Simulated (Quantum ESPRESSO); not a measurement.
**Converging shifted k-point meshes: AlSb (R3m, 2 atoms in the cell)**

```
CELL_PARAMETERS angstrom
      2.16431    -1.24956     3.53430
      0.00000     2.49912     3.53430
     -2.16431    -1.24956     3.53430
ATOMIC_POSITIONS crystal
  Al 0.00472 0.00472 0.00472
  Sb 0.25000 0.25000 0.25000
```

Level of theory: PBE, PSlibrary PAW (PBE) pseudopotentials (plane waves; Quantum ESPRESSO 7.5).

Base settings: ecutwfc = 35 Ry; ecutrho = 210 Ry; occupations = smearing; smearing = fermi-dirac; degauss = 0.000734986 Ry; potentials = {Al: Al.pbe-n-kjpaw_psl.1.0.0.UPF, Sb: Sb.pbe-n-kjpaw_psl.1.0.0.UPF}; K_POINTS = automatic 7 7 7 0 0 0; conv_thr = 1e-10 Ry.

Only quantities that move along the ladder and can be compared are tabulated.

The count of work is k-points × plane waves × bands × iterations; it is no time. Core times come from one kind of shared machine, to one figure; runs under 30 s give none.

The starting cell has typed, rounded lattice constants, without a prior relaxation at this level. Its lattice was rescaled by up to half a per cent. One atom was moved a little off its site on purpose.

Steps (K_POINTS): automatic 2 2 2 1 1 1; automatic 3 3 3 1 1 1; automatic 4 4 4 1 1 1; automatic 5 5 5 1 1 1; automatic 6 6 6 1 1 1; automatic 7 7 7 1 1 1; automatic 8 8 8 1 1 1; automatic 9 9 9 1 1 1; automatic 10 10 10 1 1 1; automatic 11 11 11 1 1 1; automatic 12 12 12 1 1 1; automatic 13 13 13 1 1 1; automatic 15 15 15 1 1 1; automatic 16 16 16 1 1 1; automatic 18 18 18 1 1 1; automatic 20 20 20 1 1 1.

**Question.** What is the coarsest K_POINTS that holds the pressure within 0.2 GPa of the last step, with all finer ones?

**Answer.** automatic 3 3 3 1 1 1, at 0.0068 of the last step's count of work; the step before is off by 0.30 GPa.

**Question.** What is the coarsest K_POINTS that holds the free energy within 0.5 meV/atom of the last step, with all finer ones?

**Answer.** automatic 5 5 5 1 1 1, at 0.022 of the last step's count of work; the step before is off by 1.0 meV/atom.

**Question.** What is the coarsest K_POINTS that holds the forces within 0.005 eV/Å of the last step, with all finer ones?

**Answer.** automatic 5 5 5 1 1 1, at 0.022 of the last step's count of work; the step before is off by 0.006 eV/Å.

| K_POINTS | free energy less the last step's (meV/atom) | pressure (GPa) | largest difference of a force vector from the last step's (eV/Å) | count of work / last | core time / last (rough) |
|---|---|---|---|---|---|
| automatic 2 2 2 1 1 1 | 55.84 | 3.27 | 0.306 | 0.0026 | – |
| automatic 3 3 3 1 1 1 | 5.77 | 2.99 | 0.053 | 0.0068 | – |
| automatic 4 4 4 1 1 1 | 1.01 | 2.97 | 0.006 | 0.011 | – |
| automatic 5 5 5 1 1 1 | 0.31 | 2.97 | 0.003 | 0.022 | – |
| automatic 6 6 6 1 1 1 | 0.14 | 2.97 | 0.004 | 0.028 | – |
| automatic 7 7 7 1 1 1 | 0.07 | 2.97 | 0.003 | 0.057 | – |
| automatic 8 8 8 1 1 1 | 0.04 | 2.97 | 0.002 | 0.078 | – |
| automatic 9 9 9 1 1 1 | 0.02 | 2.97 | 0.001 | 0.11 | – |
| automatic 10 10 10 1 1 1 | 0.01 | 2.97 | 0.001 | 0.11 | – |
| automatic 11 11 11 1 1 1 | 0.01 | 2.97 | 0.000 | 0.17 | – |
| automatic 12 12 12 1 1 1 | 0.00 | 2.97 | 0.000 | 0.24 | 0.3 |
| automatic 13 13 13 1 1 1 | 0.00 | 2.97 | 0.000 | 0.23 | 0.3 |
| automatic 15 15 15 1 1 1 | 0.00 | 2.97 | 0.000 | 0.45 | 0.5 |
| automatic 16 16 16 1 1 1 | 0.00 | 2.97 | 0.000 | 0.53 | 0.6 |
| automatic 18 18 18 1 1 1 | 0.00 | 2.97 | 0.000 | 0.74 | 0.8 |
| automatic 20 20 20 1 1 1 | 0.00 | 2.97 | 0.000 | 1.0 | 1 |
